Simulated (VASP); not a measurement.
# Fe (Fmmm) in VASP: further runs

One crystal, Fe, is run at these levels: PBEsol; tasks: single point.

Program: VASP 6.6.1. These are calculated values, not measurements. Logs are shortened: lines on timing, memory, paths and dates and some standing lists are left out, and cuts for length are marked.

**1. Starting point**

It takes space group Fmmm (No. 69, orthorhombic). The conventional cell has a = 2.997 Å, b = 3.883 Å, c = 3.930 Å, α = 90.00°, β = 90.00°, γ = 90.00°. Fe (site symmetry mmm) has 12 Fe at 2.45 to 2.76 Å as nearest neighbours.

**2. Single point, PBEsol, collinear spin, ferromagnetic start**

INCAR reads:

```
  PREC = Accurate
  ENCUT = 450
  EDIFF = 1E-6
  ISMEAR = 1
  SIGMA = 0.1
  LREAL = False
  LASPH = True
  NELM = 100
  ALGO = Normal
  ISIF = 2
  LWAVE = False
  LCHARG = False
  ISPIN = 2
  MAGMOM = 3
  LORBIT = 11
  LMAXMIX = 4
  GGA = PS
  NBANDS = 14
  ADDGRID = False
```

KPOINTS reads:

```
Automatic mesh
0
Gamma
  3 3 3
```

POSCAR reads:

```
Fe
1.0
    0.0000000000      1.9417396906      1.9651051623
    1.4984397099      0.0000000000      1.9651051623
    1.4984397099      1.9417396906      0.0000000000
Fe
1
Direct
    0.0000000000      0.0000000000      0.0000000000
```

Potentials or basis: VASP PAW PBE potentials, release 64 (Fe).

Started as:

```console
$ cat potpaw_PBE.64/Fe/POTCAR > POTCAR
$ mpirun -np 1 vasp_std > vasp.out
```

OUTCAR:

```text
PREC = Accurate
   ENCUT = 450
   EDIFF = 1E-6
   ISMEAR = 1
   LREAL = False
   LASPH = True
   NELM = 100
   ISIF = 2
   ISPIN = 2
   LORBIT = 11
   GGA = PS

 Found      8 irreducible k-points:

 Following reciprocal coordinates:
            Coordinates               Weight
  0.000000  0.000000  0.000000      1.000000
  0.333333 -0.000000  0.000000      8.000000
  0.333333  0.333333  0.000000      2.000000
 -0.333333  0.333333  0.000000      4.000000
  0.333333  0.000000  0.333333      2.000000
 -0.333333  0.000000  0.333333      4.000000
   k-points           NKPTS =      8   k-points in BZ     NKDIM =      8   number of bands    NBANDS=     14
   number of dos      NEDOS =    301   number of ions     NIONS =      1
   total plane-waves  NPLWV =   6480
   dimension x,y,z NGX =    20 NGY =   18 NGZ =   18
   dimension x,y,z NGXF=    40 NGYF=   36 NGZF=   36
   ions per type =               1
   NGX,Y,Z   is equivalent  to a cutoff of  12.04, 12.11, 12.20 a.u.
   NGXF,Y,Z  is equivalent  to a cutoff of  24.07, 24.22, 24.40 a.u.
 SYSTEM =  unknown system
   PREC   = accura    normal or accurate (medium, high low for compatibility)
   ISTART =      0    job   : 0-new  1-cont  2-samecut
   ICHARG =      2    charge: 1-file 2-atom 10-const
   ISPIN  =      2    spin polarized calculation?
   LNONCOLLINEAR =      F non collinear calculations
   LSORBIT =      F    spin-orbit coupling
   LASPH  =      T    aspherical Exc in radial PAW
   ENCUT  =  450.0 eV  33.07 Ry    5.75 a.u.   4.78  4.27  4.24*2*pi/ulx,y,z
   NELM   =    100;   NELMIN=  2; NELMDL= -5     # of ELM steps
   EDIFF  = 0.1E-05   stopping-criterion for ELM
   LREAL  =      F    real-space projection
   EDIFFG = 0.1E-04   stopping-criterion for IOM
   NSW    =      0    number of steps for IOM
   IBRION =     -1    ionic relax: 0-MD 1-quasi-New 2-CG
   NFREE  =      0    steps in history (QN), initial steepest desc. (CG)
   ISIF   =      2    stress and relaxation
   ISYM   =      2    0-nonsym 1-usesym 2-fastsym
   POTIM  = 0.5000    time-step for ionic-motion
   TEBEG  =    0.0;   TEEND  =   0.0 temperature during run
   PSTRESS=    0.0 pullay stress
   NELECT =       8.0000    total number of electrons
   NUPDOWN=      -1.0000    fix difference up-down
   EMIN   =  10.00;   EMAX   =-10.00  energy-range for DOS
   EFERMI =   0.00;   METHOD = LEGACY
   ISMEAR =     1;   SIGMA  =   0.10  broadening in eV -4-tet -1-fermi 0-gaus
   EFERMI_NEDOS =   21; number of points for ismear=-14 and -15
   IALGO  =     38    algorithm
   IMIX   =      4    mixing-type and parameters
     AMIX     =   0.40;   BMIX     =  1.00
     AMIX_MAG =   1.60;   BMIX_MAG =  1.00
  volume/ion in A,a.u.               =      11.44        77.17
  Fermi-wavevector in a.u.,A,eV,Ry     =   1.453303  2.746344 28.736719  2.112089
  Thomas-Fermi vector in A             =   2.570585
   LORBIT       =     11    0 simple, 1 ext, 2 COOP (PROOUT), +10 PAW based schemes
   GGA     = PS    functional components
   LHFCALC =     F    Hartree Fock is set to
   AEXX    =    0.0000 exact exchange contribution
   IVDW    =     0    specifies the selected vdW correction
   LEPSILON=     F    determine dielectric tensor
   LRPA    =     F    only Hartree local field effects (RPA)
 spin polarized calculation
 Methfessel and Paxton  Order N= 1 SIGMA  =   0.10
  energy-cutoff  :      450.00
  volume of cell :       11.44
 maximum number of plane-waves:       261
   NGX =  9   NGY =  9   NGZ =  9

 number of electron       7.9999999 magnetization       2.9628821

 Free energy of the ion-electron system (eV)
  ---------------------------------------------------
  ext. energy  EPLUGINS =         0.00000000
  ---------------------------------------------------
  free energy    TOTEN  =        -8.89938762 eV

  energy without entropy =       -8.89799071  energy(sigma->0) =       -8.89892198

 E-fermi :   5.2520     XC(G=0): -13.2161

 val. band max:        5.2013354081   @ k =   0.3333  -0.0000   0.0000
 cond. band min:       5.4947608650   @ k =   0.3333   0.3333   0.0000
 fundamental gap:      0.2934254568
 Fermi energy:         5.2519608152

 spin component 1

 k-point     1 :       0.0000    0.0000    0.0000
  band No.  band energies     occupation
      1      -3.0065      1.00000
      2       2.8978      1.00000
      3       2.9975      1.00000
      4       3.3274      1.00000
      5       4.2421      1.00000
      6       4.6145      1.00000
      7      29.2527      0.00000
      8      30.7485      0.00000
      9      31.0088      0.00000
     10      34.9825      0.00000
     11      36.0746      0.00000
     12      36.2745      0.00000
     13      36.6985      0.00000
     14      36.7814      0.00000

 k-point     2 :       0.3333   -0.0000    0.0000
  band No.  band energies     occupation
      1       0.1653      1.00000
      2       2.4062      1.00000
      3       3.3922      1.00000
      4       4.1452      1.00000
      5       4.6170      1.00000
      6       4.9416      1.00005
      7      17.0068      0.00000
      8      25.6038      0.00000
      9      28.0757      0.00000
     10      29.7638      0.00000
     11      32.8457      0.00000
     12      36.9961      0.00000
     13      39.6840      0.00000
     14      46.9099      0.00000

 k-point     3 :       0.3333    0.3333    0.0000
  band No.  band energies     occupation
      1       0.2618      1.00000
      2       1.9261      1.00000
      3       3.6214      1.00000
      4       4.6385      1.00000
      5       4.6933      1.00000
      6       4.9461      1.00007
      7      18.0407      0.00000
      8      24.2353      0.00000
      9      25.9029      0.00000
     10      27.9657      0.00000
     11      31.8363      0.00000
     12      40.5894      0.00000
     13      42.0470      0.00000
     14      47.0950      0.00000

 k-point     4 :      -0.3333    0.3333    0.0000
  band No.  band energies     occupation
      1       1.6768      1.00000
      2       2.2390      1.00000
      3       2.4613      1.00000
      4       4.4967      1.00000
      5       4.8411      1.00000
      6      11.9162      0.00000
      7      12.2825      0.00000
      8      14.8356      0.00000
      9      24.6221      0.00000
     10      32.1158      0.00000
     11      35.3520      0.00000
     12      41.9756      0.00000
     13      46.0130      0.00000
     14      47.4610      0.00000

 k-point     5 :       0.3333    0.0000    0.3333
  band No.  band energies     occupation
      1       0.3079      1.00000
      2       1.9711      1.00000
      3       3.7214      1.00000
      4       4.5869      1.00000
      5       4.6495      1.00000
      6       4.9552      1.00011
      7      18.4311      0.00000
      8      24.0407      0.00000
      9      25.7295      0.00000
     10      27.7746      0.00000
     11      31.6567      0.00000
     12      40.0400      0.00000
     13      41.4249      0.00000
     14      47.4931      0.00000

 k-point     6 :      -0.3333    0.0000    0.3333
  band No.  band energies     occupation
      1       1.6948      1.00000
      2       2.1872      1.00000
      3       2.5324      1.00000
      4       4.4934      1.00000
      5       4.8141      1.00000
      6      11.8729      0.00000
      7      12.4491      0.00000
      8      15.0194      0.00000
      9      24.2384      0.00000
     10      31.9887      0.00000
     11      35.0585      0.00000
     12      41.7501      0.00000
     13      45.7133      0.00000
     14      47.9631      0.00000

 [... further k-points ...]

 spin component 2

 k-point     1 :       0.0000    0.0000    0.0000
  band No.  band energies     occupation
      1      -2.4611      1.00000
      2       5.5699     -0.00003
      3       5.6921     -0.00000
      4       6.2158     -0.00000
      5       7.2244     -0.00000
      6       7.8307      0.00000
      7      29.3888      0.00000
      8      30.9125      0.00000
      9      31.2105      0.00000
     10      35.6415      0.00000
     11      36.3563      0.00000
     12      37.5389      0.00000
     13      37.9255      0.00000
     14      38.0296      0.00000

 k-point     2 :       0.3333   -0.0000    0.0000
  band No.  band energies     occupation
      1       1.1799      1.00000
      2       5.0120      1.00179
      3       5.2013      0.87351
      4       7.1394     -0.00000
      5       7.7693      0.00000
      6       7.9689      0.00000
      7      18.4005      0.00000
      8      25.9327      0.00000
      9      29.2164      0.00000
     10      30.7041      0.00000
     11      33.8353      0.00000
     12      37.7331      0.00000
     13      40.1954      0.00000
     14      47.6919      0.00000

 k-point     3 :       0.3333    0.3333    0.0000
  band No.  band energies     occupation
      1       1.3489      1.00000
      2       4.3691      1.00000
      3       5.4948     -0.00159
      4       7.7758      0.00000
      5       7.8149      0.00000
      6       7.8962      0.00000
      7      19.3926      0.00000
      8      24.7703      0.00000
      9      26.9904      0.00000
     10      28.9698      0.00000
     11      32.8520      0.00000
     12      41.0681      0.00000
     13      42.7190      0.00000
     14      47.7132      0.00000

 k-point     4 :      -0.3333    0.3333    0.0000
  band No.  band energies     occupation
      1       3.9264      1.00000
      2       4.2260      1.00000
      3       4.4859      1.00000
      4       7.6065      0.00000
      5       7.8763      0.00000
      6      13.5792      0.00000
      7      13.8993      0.00000
      8      16.2629      0.00000
      9      25.5783      0.00000
     10      32.7123      0.00000
     11      35.8875      0.00000
     12      43.1486      0.00000
     13      46.9566      0.00000
     14      48.0101      0.00000

 k-point     5 :       0.3333    0.0000    0.3333
  band No.  band energies     occupation
      1       1.4157      1.00000
      2       4.4232      1.00000
      3       5.6006     -0.00000
      4       7.7236      0.00000
      5       7.7407      0.00000
      6       7.8882      0.00000
      7      19.7610      0.00000
      8      24.5662      0.00000
      9      26.8323      0.00000
     10      28.7908      0.00000
     11      32.6947      0.00000
     12      40.5570      0.00000
     13      42.1161      0.00000
     14      48.0942      0.00000

 k-point     6 :      -0.3333    0.0000    0.3333
  band No.  band energies     occupation
      1       3.9436      1.00000
      2       4.1782      1.00000
      3       4.5800      1.00000
      4       7.5967      0.00000
      5       7.8339      0.00000
      6      13.5373      0.00000
      7      14.0481      0.00000
      8      16.4438      0.00000
      9      25.2058      0.00000
     10      32.5801      0.00000
     11      35.6232      0.00000
     12      42.9409      0.00000
     13      46.6776      0.00000
     14      48.4730      0.00000

 [... further k-points ...]

------------------------ aborting loop because EDIFF is reached ----------------------------------------

  FORCE on cell =-STRESS in cart. coord.  units (eV):
  Direction    XX          YY          ZZ          XY          YZ          ZX
  --------------------------------------------------------------------------------------
  -------------------------------------------------------------------------------------
  Total        0.0606608      0.9074668      0.6135390      0.0000000      0.0000000      0.0000000
  in kB        8.4990876    127.1438193     85.9620276      0.0000000      0.0000000      0.0000000
  external PRESSURE =      73.8683115 kB  Pullay stress =       0.0000000 kB

 VOLUME and BASIS-vectors are now :
 -----------------------------------------------------------------------------
  energy-cutoff  :      450.00
  volume of cell :       11.44
      direct lattice vectors                 reciprocal lattice vectors
     0.000000000  1.941739691  1.965105162    -0.333680426  0.257501045  0.254439309
     1.498439710  0.000000000  1.965105162     0.333680426 -0.257501045  0.254439309
     1.498439710  1.941739691  0.000000000     0.333680426  0.257501045 -0.254439309

 POSITION                                       TOTAL-FORCE (eV/Angst)
 -----------------------------------------------------------------------------------
      0.00000      0.00000      0.00000         0.000000      0.000000      0.000000
 -----------------------------------------------------------------------------------
    total drift:                                0.000000     -0.000000     -0.000000

  FREE ENERGIE OF THE ION-ELECTRON SYSTEM (eV)
  ---------------------------------------------------
  free  energy   TOTEN  =        -8.8993876176 eV

  energy  without entropy=       -8.8979907119  energy(sigma->0) =       -8.89892198

 total charge

# of ion       s       p       d       tot
------------------------------------------
    1        0.496   0.564   6.198   7.257

 magnetization (x)

# of ion       s       p       d       tot
------------------------------------------
    1       -0.006   0.001   2.924   2.918
```

It took 3.1 s on 1 thread of Intel Xeon 6975P-C (Granite Rapids), shared host; peak memory 0.12 GiB.

The run converged, but some of its settings lie outside the range that counts as converged, so its numbers aren't taken as properties of the crystal.

Results:

| Quantity | Value |
| --- | --- |
| Free energy | -8.8994 eV |
| Pressure | 7.4 GPa |
| Band gap on the k mesh | none (metal or under the smearing width) |
| Net moment | 2.96 μB per cell |
| Site moments | Fe +2.92 μB |
| Valence electrons inside the program's atomic spheres | Fe 7.26 |

Caveat: the k mesh is coarse (spacing up to 1.03 Å⁻¹), so the values aren't converged; the PAW data sets were made with another functional, which shifts forces and pressure a little.

**3. Single point, PBEsol, collinear spin, ferromagnetic start**

Changes to INCAR since step 2:

```diff
@@ -1,3 +1,3 @@
   PREC = Accurate
-  ENCUT = 450
+  ENCUT = 550
   EDIFF = 1E-6
```

KPOINTS is that of step 2.

POSCAR is that of step 2.

Potentials or basis: VASP PAW PBE potentials, release 64 (Fe).

Started as:

```console
$ cat potpaw_PBE.64/Fe/POTCAR > POTCAR
$ mpirun -np 1 vasp_std > vasp.out
```

Run time: 3.9 s. Hardware: 1 thread of Intel Xeon 6975P-C (Granite Rapids), shared host; peak memory 0.13 GiB.

The run converged, but some of its settings lie outside the range that counts as converged, so its numbers aren't taken as properties of the crystal.

Results:

```
Free energy                                           : -8.8993 eV
Pressure                                              : 7.5 GPa
Band gap on the k mesh                                : none (metal or under the smearing width)
Net moment                                            : 2.96 μB per cell
Site moments                                          : Fe +2.92 μB
Valence electrons inside the program's atomic spheres : Fe 7.26
```

Caveat: the k mesh is coarse (spacing up to 1.03 Å⁻¹), so the values aren't converged; the PAW data sets were made with another functional, which shifts forces and pressure a little.

**4. Single point, PBEsol, collinear spin, ferromagnetic start**

Changes to INCAR since step 3:

```diff
@@ -1,3 +1,3 @@
   PREC = Accurate
-  ENCUT = 550
+  ENCUT = 700
   EDIFF = 1E-6
```

KPOINTS is that of step 3.

POSCAR is that of step 3.

Started as:

```console
$ cat potpaw_PBE.64/Fe/POTCAR > POTCAR
$ mpirun -np 1 vasp_std > vasp.out
```

Run time: 4.4 s. Hardware: 1 thread of Intel Xeon 6975P-C (Granite Rapids), shared host; peak memory 0.15 GiB.

The run converged, but some of its settings lie outside the range that counts as converged, so its numbers aren't taken as properties of the crystal.

What came out:

```yaml
Free_energy: -8.8990 eV
Pressure: 7.6 GPa
Band_gap_on_the_k_mesh: none (metal or under the smearing width)
Net_moment: 2.96 μB per cell
Site_moments: Fe +2.92 μB
Valence_electrons_inside_the_program's_atomic_spheres: Fe 7.26
```

Caveat: the k mesh is coarse (spacing up to 1.03 Å⁻¹), so the values aren't converged; the PAW data sets were made with another functional, which shifts forces and pressure a little.

**5. Single point, PBEsol, collinear spin, ferromagnetic start**

Changes to INCAR since step 4:

```diff
@@ -1,3 +1,3 @@
   PREC = Accurate
-  ENCUT = 700
+  ENCUT = 300
   EDIFF = 1E-6
```

KPOINTS reads:

```
Automatic mesh
0
Gamma
  5 5 5
```

POSCAR is that of step 4.

Started as:

```console
$ cat potpaw_PBE.64/Fe/POTCAR > POTCAR
$ mpirun -np 1 vasp_std > vasp.out
```

Run time: 4.1 s. Hardware: 1 thread of Intel Xeon 6975P-C (Granite Rapids), shared host; peak memory 0.11 GiB.

The run converged, but some of its settings lie outside the range that counts as converged, so its numbers aren't taken as properties of the crystal.

What came out:

```yaml
Free_energy: -8.8324 eV
Band_gap_on_the_k_mesh: none (metal or under the smearing width)
Net_moment: 2.06 μB per cell
Site_moments: Fe +2.04 μB
Valence_electrons_inside_the_program's_atomic_spheres: Fe 7.25
```

Caveat: the k mesh is coarse (spacing up to 0.62 Å⁻¹), so the values aren't converged; the cutoff is under 1.25 times the usual one of these potentials, so pressure, stress and relaxed cells hold a basis-set (Pulay) error; the PAW data sets were made with another functional, which shifts forces and pressure a little.

**6. For comparison**

An earlier run on the cell as given: functional PBE; potentials or basis VASP PAW PBE potentials, release 64 (Fe); cutoff 520 eV; k mesh 13 × 13 × 13; occupations fermi-dirac, width 0.05 eV; collinear spin, ferromagnetic start; starting moments [3.0] μB.

* Pressure: -1.0 GPa
* Band gap on the k mesh: none (metal or under the smearing width)
* Net moment: 2.20 μB per cell
* Site moments: Fe +2.19 μB
* Valence electrons inside the program's atomic spheres: Fe 7.26
